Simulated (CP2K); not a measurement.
Runs of CP2K 2026.2 on As. The structure is trigonal, space group R-3m (No. 166). The conventional cell has a = 3.762 Å, b = 3.762 Å, c = 10.542 Å, α = 90.00°, β = 90.00°, γ = 120.00°. Around As (site symmetry 3m) lie 3 As at 2.51 Å. 

```csv
task,level,potentials or basis,cell,k mesh,smearing,EPS_DEFAULT,k points reduced by the point group,NGRIDS,basis sets,potentials,gap on the mesh (eV),pressure (GPa),largest force (eV/Å)
band structure,PBEsol,POTENTIAL_UZH As GTH-PBE-q5; TZVP-MOLOPT-PBE-GTH basis,as given,9 × 9 × 9,fermi-dirac 0.0259 eV,1.0E-9,yes,4,As TZVP-MOLOPT-PBE-GTH-q5,As GTH-PBE-q5 of POTENTIAL_UZH,none,2.7,0.64
band structure,LDA,GTH_POTENTIALS As GTH-PADE-q5; TZVP-MOLOPT-PBE-GTH basis,as given,9 × 9 × 9,fermi-dirac 0.1 eV,1.0E-9,yes,4,As TZVP-MOLOPT-PBE-GTH-q5,As GTH-PADE-q5 of GTH_POTENTIALS,none,-1.2,0.26
band structure,LDA,GTH_POTENTIALS As GTH-PADE-q5; TZVP-MOLOPT-PBE-GTH basis,as given,9 × 9 × 9,fermi-dirac 0.0259 eV,1.0E-10,yes,5,As TZVP-MOLOPT-PBE-GTH-q5,As GTH-PADE-q5 of GTH_POTENTIALS,none,-1.2,0.27
band structure,r2SCAN,POTENTIAL_UZH As GTH-SCAN-q5; DZVP-MOLOPT-SCAN-GTH basis,as given,9 × 9 × 9,fermi-dirac 0.0259 eV,1.0E-10,yes,5,As DZVP-MOLOPT-SCAN-GTH-q5,As GTH-SCAN-q5 of POTENTIAL_UZH,none,(b),0.10
band structure,PBEsol,POTENTIAL_UZH As GTH-PBE-q5; TZVP-MOLOPT-PBE-GTH basis,as given,9 × 9 × 9,fermi-dirac 0.01 eV,1.0E-9,yes,4,As TZVP-MOLOPT-PBE-GTH-q5,As GTH-PBE-q5 of POTENTIAL_UZH,none,2.7,0.64
band structure,AM05,POTENTIAL_UZH As GTH-PBE-q5; TZVP-MOLOPT-PBE-GTH basis,as given,9 × 9 × 9,fermi-dirac 0.05 eV,1.0E-9,yes,5,As TZVP-MOLOPT-PBE-GTH-q5,As GTH-PBE-q5 of POTENTIAL_UZH,none,2.6,0.61
relaxation of cell and atoms,PBEsol,POTENTIAL_UZH As GTH-PBE-q5; TZVP-MOLOPT-PBE-GTH basis,relaxed,7 × 7 × 7,fermi-dirac 0.05 eV,1.0E-9,-,4,As TZVP-MOLOPT-PBE-GTH-q5,As GTH-PBE-q5 of POTENTIAL_UZH,0.13,0.0,0.05
band structure,PBE,GTH_POTENTIALS As GTH-PBE-q5; DZVP-MOLOPT-SR-GTH basis,as given,9 × 9 × 9,fermi-dirac 0.05 eV,1.0E-9,yes,5,As DZVP-MOLOPT-SR-GTH-q5,As GTH-PBE-q5 of GTH_POTENTIALS,none,4.4,(a)
relaxation of cell and atoms,LDA,GTH_POTENTIALS As GTH-PADE-q5; DZVP-MOLOPT-PBE-GTH basis,relaxed,7 × 7 × 7,fermi-dirac 0.05 eV,1.0E-10,-,5,As DZVP-MOLOPT-PBE-GTH-q5,As GTH-PADE-q5 of GTH_POTENTIALS,0.13,0.0,0.05
band structure,OLYP,POTENTIAL_UZH As GTH-PBE-q5; TZVP-MOLOPT-PBE-GTH basis,as given,9 × 9 × 9,fermi-dirac 0.05 eV,1.0E-9,yes,5,As TZVP-MOLOPT-PBE-GTH-q5,As GTH-PBE-q5 of POTENTIAL_UZH,none,3.5,(c)
band structure,PBEsol,POTENTIAL_UZH As GTH-PBE-q5; TZVP-MOLOPT-PBE-GTH basis,as given,9 × 9 × 9,fermi-dirac 0.05 eV,1.0E-9,yes,5,As TZVP-MOLOPT-PBE-GTH-q5,As GTH-PBE-q5 of POTENTIAL_UZH,none,2.7,0.64
band structure,PBE,POTENTIAL_UZH As GTH-PBE-q5; TZVP-MOLOPT-PBE-GTH basis,as given,9 × 9 × 9,fermi-dirac 0.0259 eV,1.0E-9,yes,4,As TZVP-MOLOPT-PBE-GTH-q5,As GTH-PBE-q5 of POTENTIAL_UZH,none,4.4,0.53
```

Alike in all rows: no spin polarisation.

Question: Fill in the values left out.

Answer: (a) 0.59; (b) 1.1; (c) 0.31.

Caveats: the basis of atomic orbitals isn't converged, which shifts pressures, moduli and gaps; the potentials were made for another functional, which shifts forces and pressure (some runs); more than 0.5 GPa of stress was left at the end, so the final cell isn't listed (some runs); an odd mesh through Γ misses points on the zone boundary, where band edges often lie (some runs).

A k mesh can miss the band edges, and the runs leave out spin-orbit coupling on As.

A gap of «none» marks a metal or a gap under the smearing width.

Not every run made on this cell is shown here.
